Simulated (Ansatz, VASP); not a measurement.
**Sn in VASP and in Ansatz**

```xyz
2
Lattice="0.0000 3.3093 3.3093 3.3093 0.0000 3.3093 3.3093 3.3093 0.0000" Properties=species:S:1:pos:R:3 pbc="T T T"
Sn    3.3093    3.3093    3.3093
Sn    4.9639    4.9639    4.9639
```

Change from the starting cell: volume scaled by 1.06.

Alike in both runs: task single point; functional PBE; k mesh 9 × 9 × 9; occupations fermi-dirac, width 0.03 eV; no spin polarisation.

|  | VASP | Ansatz |
| --- | --- | --- |
| version | VASP 6.6.1 | Ansatz 0.2.0 |
| potentials or method | VASP PAW PBE potentials, release 64 (Sn_d), cutoff 520 eV | all-electron LAPW, scalar-relativistic |

```csv
,VASP,Ansatz,Ansatz less VASP
pressure (GPa),0.6,0.6,+0.05
```

Ansatz ran all-electron here, so the differences hold the error of VASP's frozen core and of both bases.
